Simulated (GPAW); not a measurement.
The system is GaSb.

```
Sb Ga
1.0
     0.00000    3.05900    3.05900
     3.05900    0.00000    3.05900
     3.05900    3.05900    0.00000
Sb Ga
1 1
Direct
  0.75000 0.75000 0.75000
  0.00000 0.00000 0.00000
```

Base run:

```yaml
Program: GPAW 26.7.0
Functional: LDA
Potentials_or_basis: the program's PAW data sets (release 1.2.1) made for this functional
Cutoff: 600 eV
Basis: pw
k_mesh: 8 × 8 × 8
Occupations: fermi-dirac, width 0.05 eV
Spin: no spin polarisation
```

Its results: pressure -1.8 GPa.

Question: The run is repeated on the same cell with these changes: functional from LDA to r2SCAN; potentials or basis from the program's PAW data sets (release 1.2.1) made for this functional to GPAW PAW data sets (gpaw-data 1.2.1). What comes out?

Answer: Pressure 0.2 GPa.

Caveats: the PAW data sets were made with another functional, which shifts forces and pressure a little (some runs).
